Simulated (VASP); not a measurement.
**BAs (F-43m): a series in biaxial strain in the (110) plane**

How do the elastic response and the band edges of BAs follow biaxial strain in the (110) plane?

Program: VASP 6.6.1. Level of theory: LDA; plane waves and PAW (B, As), in the first sound run; inputs show where later runs differ. Results are calculated unless marked as measured.

### 1. The starting structure

The structure is cubic, space group F-43m (No. 216). The conventional cell has a = 4.777 Å, b = 4.777 Å, c = 4.777 Å, α = 90.00°, β = 90.00°, γ = 90.00°. Nearest to B lie 4 As at 2.07 Å. Nearest to As lie 4 B at 2.07 Å. Farther neighbours are not listed.

As a file:

```cif
data_structure
_symmetry_space_group_name_H-M 'P 1'
_symmetry_Int_Tables_number 1
_cell_length_a 3.3778
_cell_length_b 3.3778
_cell_length_c 3.3778
_cell_angle_alpha 60.000
_cell_angle_beta 60.000
_cell_angle_gamma 60.000
_cell_volume 27.25
loop_
_atom_site_label
_atom_site_type_symbol
_atom_site_fract_x
_atom_site_fract_y
_atom_site_fract_z
_atom_site_occupancy
B1 B 0.00000 0.00000 0.00000 1
As2 As 0.25000 0.25000 0.25000 1
```

### 2. Relax the crystal, LDA

The series starts from the cell that this level prefers, so that zero strain is near zero stress.

This step took 2 runs in a row; the last is shown.

Level: LDA; plane waves and PAW (B, As).

Contents of INCAR:

```
SYSTEM = BAs
PREC = Accurate
ENCUT = 480
EDIFF = 1E-07
NELM = 120
ISMEAR = 0
SIGMA = 0.02
LREAL = .FALSE.
ALGO = Normal
GGA = CA
NBANDS = 10
LASPH = .TRUE.
LORBIT = 11
LWAVE = .FALSE.
LCHARG = .FALSE.
KPAR = 16
IBRION = 2
NSW = 40
ISIF = 3
EDIFFG = -0.005
POTIM = 0.4
```

Contents of POSCAR:

```
BAs
1.0
    0.0000000000      2.3711864423      2.3711864423
    2.3711864423      0.0000000000      2.3711864423
    2.3711864423      2.3711864423      0.0000000000
B As
1 1
Direct
    0.0000000000      0.0000000000      0.0000000000
    0.2500000000      0.2500000000      0.2500000000
```

Contents of KPOINTS:

```
Automatic mesh
0
Gamma
11 11 11
0 0 0
```

PAW data sets: B and As (LDA family, release 64).

On the command line:

```sh
$ mpirun -np 16 vasp_std
```

What it wrote:

```text
[banner, memory and clock lines left out]
running   16 mpi-ranks, on    1 nodes
[...]
|                                                                             |
|           W    W    AA    RRRRR   N    N  II  N    N   GGGG   !!!           |
|           W    W   A  A   R    R  NN   N  II  NN   N  G    G  !!!           |
|           W    W  A    A  R    R  N N  N  II  N N  N  G       !!!           |
|           W WW W  AAAAAA  RRRRR   N  N N  II  N  N N  G  GGG   !            |
|           WW  WW  A    A  R   R   N   NN  II  N   NN  G    G                |
|           W    W  A    A  R    R  N    N  II  N    N   GGGG   !!!           |
|                                                                             |
|     For optimal performance we recommend to set                             |
|       NCORE = 2 up to number-of-cores-per-socket                            |
|     NCORE specifies how many cores store one orbital (NPAR=cpu/NCORE).      |
|     This setting can greatly improve the performance of VASP for DFT.       |
[...]
|     Unfortunately you need to use the default for GW and RPA                |
|     calculations (for HF NCORE is supported but not extensively tested      |
|     yet).                                                                   |
|                                                                             |

 LDA part: xc-table for (Slater(with rela. corr.)+CA(PZ))
 , standard interpolation
 POSCAR, INCAR and KPOINTS ok, starting setup
[...]
entering main loop
       N       E                     dE             d eps       ncg     rms          rms(c)
DAV:   1     0.116236973692E+02    0.11624E+02   -0.37856E+03  1120   0.671E+02
DAV:   2    -0.129845126785E+02   -0.24608E+02   -0.23448E+02  1546   0.106E+02
DAV:   3    -0.136938673852E+02   -0.70935E+00   -0.70778E+00  1340   0.180E+01
DAV:   4    -0.136959049849E+02   -0.20376E-02   -0.20375E-02  1350   0.105E+00
[...]
DAV:  11    -0.129262887899E+02   -0.13916E-05   -0.16086E-06  1362   0.929E-03    0.130E-02
DAV:  12    -0.129262886184E+02    0.17144E-06   -0.80753E-07  1244   0.399E-03    0.292E-03
DAV:  13    -0.129262886225E+02   -0.40383E-08   -0.29093E-08   710   0.126E-03
   1 F= -.12926289E+02 E0= -.12926289E+02  d E =-.129263E+02
[...]
reached required accuracy - stopping structural energy minimisation
```

Run time: 6.8 s. Hardware: 16 MPI ranks of Intel Xeon Platinum 8488C (Sapphire Rapids), shared host; peak memory 2.1 GiB.

The logs omit lines about the potential files and the build; timing stands in the text.

Parts of OUTCAR (step 2):

```text
  Total        0.0001635      0.0001635      0.0001635      0.0000000      0.0000000      0.0000000
  in kB        0.0098260      0.0098260      0.0098260      0.0000000      0.0000000      0.0000000
  external PRESSURE =       0.0098260 kB  Pullay stress =       0.0000000 kB

 POSITION                                       TOTAL-FORCE (eV/Angst)
 -----------------------------------------------------------------------------------
      0.00000      0.00000      0.00000        -0.000000     -0.000000     -0.000000
      1.18559      1.18559      1.18559         0.000000      0.000000      0.000000
 -----------------------------------------------------------------------------------
    total drift:                                0.000000      0.000000      0.000000

  FREE ENERGIE OF THE ION-ELECTRON SYSTEM (eV)
  ---------------------------------------------------
  free  energy   TOTEN  =       -12.9262886225 eV

  energy  without entropy=      -12.9262886225  energy(sigma->0) =      -12.92628862

 reached required accuracy - stopping structural energy minimisation

[... 3 further parts left out ...]
[key lines of the parts left out:]
E-fermi :   6.5873
```

Read from the output:

* energy(sigma→0) of the program: -12.9263 eV
* stress, compression positive: 0.00 along [110], 0.00 across it (mean), GPa
* volume: 26.664 Å³
* ionic steps: 1

### 3. Strain along the normal, LDA

One member in full: the plane is strained by 1 %, and the strain along the normal is moved by secant steps until the normal stress is under 0.012 GPa or five steps are spent; the atoms relax at each step.

This step took 3 runs, each at a new trial strain with the atoms of the one before; the last is shown.

Level: LDA; plane waves and PAW (B, As); cell typed or built by script.

Edit INCAR of step 2 so:

```diff
@@ -15,7 +15,7 @@
 LCHARG = .FALSE.
-KPAR = 16
-IBRION = 2
-NSW = 40
-ISIF = 3
-EDIFFG = -0.005
-POTIM = 0.4
+KPAR = 4
+IBRION = 1
+NSW = 25
+ISIF = 2
+EDIFFG = -0.004
+POTIM = 0.3
```

Contents of POSCAR:

```
BAs
1.0
   -0.0153132780      2.3795850290      2.3948983070
    2.3795850290     -0.0153132780      2.3948983070
    2.3642717510      2.3642717510      0.0000000000
B As
1 1
Direct
    0.9994494199      0.9994494199      0.0005505801
    0.2505505801      0.2505505801      0.2494494199
```

KPOINTS is that of step 2.

On the command line:

```sh
$ mpirun -np 4 vasp_std
```

What it wrote:

```text
[banner, memory and clock lines left out]
running    4 mpi-ranks, on    1 nodes
[...]
LDA part: xc-table for (Slater(with rela. corr.)+CA(PZ))
 , standard interpolation
 POSCAR, INCAR and KPOINTS ok, starting setup
[...]
entering main loop
       N       E                     dE             d eps       ncg     rms          rms(c)
DAV:   1     0.981362936396E+01    0.98136E+01   -0.36694E+03  4328   0.660E+02
DAV:   2    -0.130194390221E+02   -0.22833E+02   -0.21798E+02  6008   0.103E+02
DAV:   3    -0.136514249496E+02   -0.63199E+00   -0.63101E+00  5182   0.169E+01
DAV:   4    -0.136531821157E+02   -0.17572E-02   -0.17571E-02  5194   0.101E+00
[...]
DAV:  11    -0.129202800847E+02   -0.14145E-05   -0.15913E-06  5256   0.935E-03    0.125E-02
DAV:  12    -0.129202799274E+02    0.15723E-06   -0.80298E-07  4778   0.397E-03    0.266E-03
DAV:  13    -0.129202799301E+02   -0.26604E-08   -0.31187E-08  2738   0.128E-03
   1 F= -.12920280E+02 E0= -.12920280E+02  d E =-.129203E+02
 BRION: g(F)=  0.626E-06 g(S)=  0.000E+00
 reached required accuracy - stopping structural energy minimisation
```

It took 11 s on 4 MPI ranks; peak memory 0.63 GiB.

From OUTCAR (step 3):

```text
  Total       -0.3293918     -0.3293918     -0.5629819      0.3306437      0.0000000      0.0000000
  in kB      -19.4590559    -19.4590559    -33.2585649     19.5330166      0.0000000      0.0000000
  external PRESSURE =     -24.0588922 kB  Pullay stress =       0.0000000 kB

 POSITION                                       TOTAL-FORCE (eV/Angst)
 -----------------------------------------------------------------------------------
      2.36427      2.36427      4.78716         0.000000      0.000000     -0.003289
      1.18214      1.18214      1.20009        -0.000000     -0.000000      0.003289
 -----------------------------------------------------------------------------------
    total drift:                                0.000000      0.000000      0.000129

  FREE ENERGIE OF THE ION-ELECTRON SYSTEM (eV)
  ---------------------------------------------------
  free  energy   TOTEN  =       -12.9202799301 eV

  energy  without entropy=      -12.9202799301  energy(sigma->0) =      -12.92027993

[... 1 part as in an earlier step ...]

[... 3 further parts left out ...]
[key lines of the parts left out:]
E-fermi :   6.4576
```

Read from the output:

* energy(sigma→0) of the program: -12.9203 eV
* stress, compression positive: 0.01 along [110], -3.61 across it (mean), GPa
* ionic steps: 1

### 4. Band edges, HSE06

Short lines in KPOINTS_OPT sample the zone centre along and across the normal of the plane, for masses, and the other valleys.

Level: HSE06; plane waves and PAW (B, As); cell typed or built by script.

Contents of INCAR:

```
SYSTEM = BAs
PREC = Accurate
ENCUT = 480
EDIFF = 1E-06
NELM = 100
ISMEAR = 0
SIGMA = 0.02
LREAL = .FALSE.
ALGO = Normal
LHFCALC = .TRUE.
AEXX = 0.25
GGA = PE
HFSCREEN = 0.2
LASPH = .TRUE.
NBANDS = 9
PRECFOCK = Fast
LWAVE = .FALSE.
LCHARG = .FALSE.
KPAR = 4
```

POSCAR is that of step 3.

Contents of KPOINTS:

```
Automatic mesh
0
Gamma
6 6 6
0 0 0
```

Contents of KPOINTS_OPT:

```
Line mode
6
Line-mode
Reciprocal
  0.00000000   0.00000000   0.00000000
  0.01330370   0.01330370   0.02660741

  0.00000000   0.00000000   0.00000000
 -0.01347604   0.01347604   0.00000000

  0.31000000   0.31000000   0.00000000
  0.50000000   0.50000000   0.00000000

  0.00000000   0.31000000   0.31000000
  0.00000000   0.50000000   0.50000000

  0.45000000   0.45000000   0.45000000
  0.50000000   0.50000000   0.50000000

  0.45000000   0.00000000   0.00000000
  0.50000000   0.00000000   0.00000000

  0.42500000   0.42500000   0.00000000
  0.42487814   0.44393614   0.01881428

  0.50000000   0.50000000   0.50000000
  0.48652396   0.51347604   0.50000000
```

On the command line:

```sh
$ mpirun -np 4 vasp_std
```

What it wrote:

```text
[banner, memory and clock lines left out]
running    4 mpi-ranks, on    1 nodes
[...]
|                                                                             |
|               ----> ADVICE to this user running VASP <----                  |
|                                                                             |
|     You enforced a specific xc type in the INCAR file but a different       |
|     [... a line on the potential file left out ...]
|     I HOPE YOU KNOW WHAT YOU ARE DOING!                                     |
|                                                                             |

 LDA part: xc-table for (Slater+PW92), standard interpolation
 found WAVECAR, reading the header
 POSCAR, INCAR and KPOINTS ok, starting setup
[...]
reading WAVECAR
 the WAVECAR file was read successfully
 initial charge from wavefunction
 entering main loop
       N       E                     dE             d eps       ncg     rms          rms(c)
DAV:   1    -0.133577729079E+02   -0.13358E+02   -0.78439E-01   858   0.732E+00    0.285E+00
DAV:   2    -0.133609317377E+02   -0.31588E-02   -0.79004E-03   953   0.714E-01    0.184E+00
DAV:   3    -0.133595344072E+02    0.13973E-02   -0.11430E-03  1009   0.195E-01    0.106E+00
DAV:   4    -0.133591157159E+02    0.41869E-03   -0.34601E-04   869   0.112E-01    0.581E-01
DAV:   5    -0.133589785159E+02    0.13720E-03   -0.60822E-05   911   0.605E-02    0.326E-01
DAV:   6    -0.133589326461E+02    0.45870E-04   -0.18389E-05  1044   0.366E-02    0.184E-01
DAV:   7    -0.133589189870E+02    0.13659E-04   -0.62754E-06  1005   0.215E-02    0.104E-01
DAV:   8    -0.133589152522E+02    0.37348E-05   -0.19909E-06   845   0.123E-02    0.581E-02
DAV:   9    -0.133589144384E+02    0.81389E-06   -0.67981E-07   423   0.719E-03
   1 F= -.13358914E+02 E0= -.13358914E+02  d E =-.134330E-12
 Start KPOINTS_OPT (optional k-point list driver)
k-point batch [1-46\48]
       N       E                     dE             ncg
DAV:   1     0.118342326910E+04   -0.91905E+04      828
DAV:   2    -0.514272733141E+02   -0.12349E+04     1228
DAV:   3    -0.139614842218E+03   -0.88188E+02      990
DAV:   4    -0.140154565479E+03   -0.53972E+00     1004
DAV:   5    -0.140162617026E+03   -0.80515E-02      950
DAV:   6    -0.140162649918E+03   -0.32891E-04      959
DAV:   7    -0.140162650058E+03   -0.14077E-06      893
k-point batch [47-48\48]
       N       E                     dE             ncg
DAV:   1     0.102940368475E+05   -0.46746E+03       36
DAV:   2     0.102405481326E+05   -0.53489E+02       53
DAV:   3     0.102363343153E+05   -0.42138E+01       40
DAV:   4     0.102363136693E+05   -0.20646E-01       48
DAV:   5     0.102363135824E+05   -0.86963E-04       38
DAV:   6     0.102363135822E+05   -0.19331E-06       46
```

The job ended after 2.7 min (4 MPI ranks; peak memory 1 GiB).

OUTCAR, selected parts (step 4):

```text
  LATTYP: Found a body centered orthorhombic cell.
 ALAT       =     3.3435851754
 B/A-ratio  =     1.0129539068
 C/A-ratio  =     1.4325331531

 Subroutine GETGRP returns: Found  4 space group operations
 (whereof  4 operations were pure point group operations)

The static configuration has the point symmetry C_2v.

 Found     46 irreducible k-points:

   k-points           NKPTS =     46   k-points in BZ     NKDIM =    216   number of bands    NBANDS=      9

   dimension x,y,z NGX =    24 NGY =   24 NGZ =   24
   dimension x,y,z NGXF=    48 NGYF=   48 NGZF=   48

   ENCUT  =  480.0 eV  35.28 Ry    5.94 a.u.   6.03  6.03  5.97*2*pi/ulx,y,z

   NELECT =       8.0000    total number of electrons

  exchange ACFDT corr.  =         0.00000000  see jH, gK, PRB 81, 115126

 E-fermi :   6.2094

 k-point     1 :       0.0000    0.0000    0.0000
  band No.  band energies     occupation
      1     -10.9595      2.00000
      2       5.9985      2.00000
      3       6.0155      2.00000
      4       6.1205      2.00000
      5      10.0633      0.00000
      6      10.1950      0.00000
      7      10.2781      0.00000
      8      11.9943      0.00000
      9      16.7139      0.00000

 k-point     2 :       0.1667    0.0000    0.0000
  band No.  band energies     occupation
      1     -10.4635      2.00000
      2       2.7873      2.00000
      3       5.2926      2.00000
      4       5.4075      2.00000
      5      10.3195      0.00000
      6      11.1111      0.00000
      7      11.2145      0.00000
      8      13.9218      0.00000
      9      18.2133      0.00000

 POSITION                                       TOTAL-FORCE (eV/Angst)
 -----------------------------------------------------------------------------------
      2.36427      2.36427      4.78716        -0.000000     -0.000000      0.000522
      1.18214      1.18214      1.20009         0.000000      0.000000     -0.000522
 -----------------------------------------------------------------------------------
    total drift:                               -0.000000     -0.000000      0.000118

  FREE ENERGIE OF THE ION-ELECTRON SYSTEM (eV)
  ---------------------------------------------------
  free  energy   TOTEN  =       -13.3589144384 eV

  energy  without entropy=      -13.3589144384  energy(sigma->0) =      -13.35891444

[... 1 part as in an earlier step ...]

[... 7 further parts left out ...]
```

Numbers from this step:

| Property | Result |
| --- | --- |
| energy(sigma→0) of the program | -13.3589 eV |

### 5. The whole series

Hybrid runs start from orbitals of a short LDA run, not shown.

Runs beyond LDA use the data sets made with LDA; this shifts their levels slightly, and their total energies have another zero.

The other members went through these steps as far as the tables show, with the same cutoff and, step by step, the same mesh; 42 runs are not shown. The session took 2.1 core hours (wall time by ranks) on a shared machine.

| in-plane strain (%) | strain along the normal (%) | mean of the two in-plane stresses, tension positive (GPa) | energy above the unstrained row (meV/atom) | gap on the mesh, LDA (eV) |
| --- | --- | --- | --- | --- |
| -2.000 | 0.706 | -7.967 | 12.970 | 0.792 |
| -1.500 | 0.514 | -5.886 | 7.254 | 0.912 |
| -1.000 | 0.332 | -3.864 | 3.215 | 1.011 |
| -0.500 | 0.162 | -1.904 | 0.811 | 1.076 |
| 0 | 0.000 | -0.001 | 0.000 | 1.136 |
| 0.500 | -0.150 | 1.838 | 0.747 | 1.092 |
| 1.000 | -0.292 | 3.613 | 3.004 | 1.050 |
| 1.500 | -0.424 | 5.318 | 6.730 | 1.008 |
| 2.000 | -0.546 | 6.962 | 11.882 | 0.970 |

Slopes at zero strain, from cubics through all rows: strain ratio -0.312, stress over strain 374 GPa.

Band edges at HSE06, counted from the valence-band top at Γ, with one row partly withheld:

| in-plane strain (%) | gap (eV) | conduction band at Γ (eV) | Δ or X valley along z (eV) | Δ or X valley along x (eV) | lowest conduction level at L, [111] (eV) | lowest conduction level at L, [-111] (eV) | second valence level below the top (eV) | third valence level below the top (eV) |
| --- | --- | --- | --- | --- | --- | --- | --- | --- |
| -2.000 | 1.505 | 3.933 | 1.504 | 1.777 | 4.039 | 3.590 | 0.007 | 0.268 |
| -1.500 | 1.613 | 3.993 | 1.611 | 1.794 | 3.956 | 3.632 | 0.000 | 0.194 |
| -1.000 | 1.703 | ? | 1.696 | 1.807 | 3.870 | 3.663 | 0.003 | 0.129 |
| -0.500 | 1.777 | 4.103 | 1.770 | 1.821 | 3.786 | 3.687 | 0.004 | 0.063 |
| 0 | 1.842 | 4.161 | 1.836 | 1.836 | 3.706 | 3.706 | 0.000 | 0.000 |
| 0.500 | 1.797 | 4.050 | 1.832 | 1.792 | 3.566 | 3.656 | 0.054 | 0.061 |
| 1.000 | 1.754 | 3.943 | 1.821 | 1.749 | 3.431 | 3.603 | 0.105 | 0.122 |
| 1.500 | 1.712 | 3.837 | 1.802 | 1.707 | 3.297 | 3.543 | 0.156 | 0.183 |
| 2.000 | 1.674 | 3.736 | 1.777 | 1.669 | 3.169 | 3.481 | 0.199 | 0.241 |

### 6. A fit to the known rows

The quantity to fit is the conduction level at Γ above the mean of the three top valence levels at HSE06: 4.024, 4.058, 4.125, 4.161, 4.089, 4.018, 3.950, 3.883 eV in the rows shown.

Fitting a parabola to the 8 known rows (e: strain in %) gives E = − 0.04533 e² − 0.03720 e + 4.123 in eV; the residuals are 0.019 eV r.m.s.

At e = -1 this predicts 4.1144 eV.

### 7. Prediction against calculation

The calculation gives 4.0917 eV, so the prediction is 0.0227 eV too high, within twice the residual of the fit.

The rows do not lie on one parabola (a picked bound of 1 % of their span for the r.m.s. residual). Levels that cross, a degenerate level that splits or an edge that moves to another point can do that; which it is was not traced. So the linear term is no slope at zero strain, and none is listed.

### 8. Outcome

| Property | Result |
| --- | --- |
| ratio of normal to in-plane strain | -0.312 |
| biaxial modulus | 374 GPa |
| gap of the unstrained cell, HSE06 | 1.84 eV |
| error of the predicted row | 22.7 meV |

In words: As a check, the curvature of the energy gives 374 GPa for the same modulus (energy per volume = M × strain²), 0 % from the slope of the stress. At HSE06 the lowest conduction valley is Δ or X throughout, and the gap runs between 1.50 and 1.84 eV. Hole masses are left out throughout, since the top bands are degenerate or cross in many series; of conduction masses, those of the Γ, L and (for Si and Ge under (001) strain) Δ valleys are kept where they change by under an eighth between rows. A measured gap of unstrained BAs is 4.12 eV (arxiv:1911.04914, direct gap from square of absorption coefficient, average of two samples, so it belongs beside the lowest direct gap, not the least one, 300 K); the static gaps here belong to the lattice relaxed at LDA. HSE06 ran on a coarser mesh than the semilocal levels. Spin-orbit coupling is left out at HSE06, so the valence splittings there lack it. Δ or X levels are the lowest on their line, refined by a parabola unless they lie at X; the gap is read from all points sampled and can differ from the lowest valley by some meV, or by tens of meV where strain moves the valence top off Γ. Temperature, zero-point motion and excitons are left out.

[Lines on the potential files, build, host, timing and source positions are cut from VASP's logs without a mark.]

[Logs are printed without paths, hosts, clocks, repeated set-up lines and the standing remarks that a program may print on its own settings, such as how far it seeks lower states.]

[Hosts, paths, dates, database ids (printed as entryN), source tags and the programs' standing remarks are cut or masked in the printed files.]

[In band tables of VASP the shares of atoms and orbitals are scaled to a sum of 1 inside the atoms' spheres.]
